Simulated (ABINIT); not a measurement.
GaAs:

```
As Ga
1.0
     0.00000    2.82685    2.82685
     2.82685    0.00000    2.82685
     2.82685    2.82685    0.00000
As Ga
1 1
Direct
  0.75000 0.75000 0.75000
  0.00000 0.00000 0.00000
```

Base run:

```yaml
Program: ABINIT 10.8.3 (patched build)
Functional: PW91
Potentials_or_basis: JTH PAW PBE v2.0
Cutoff: 544 eV
k_mesh: 8 × 8 × 8
Occupations: fermi-dirac, width 0.05 eV
Spin: no spin polarisation
```

Its results: band gap on the k mesh 0.45 eV, direct; pressure 3.1 GPa.

Q: After a change of settings the same cell gave: band gap on the k mesh 0.44 eV, direct; pressure 0.3 GPa. Which change was it?
A. functional from PW91 to revPBE
B. functional from PW91 to LDA
C. functional from PW91 to RPBE
D. functional from PW91 to PBEsol

A: D.

PBEsol binds more tightly than PW91, so the same cell stands under less pressure.

Caveats: the PAW data sets were made with another functional, which shifts forces and pressure a little.

Runs at the PBE level aren't shown here.
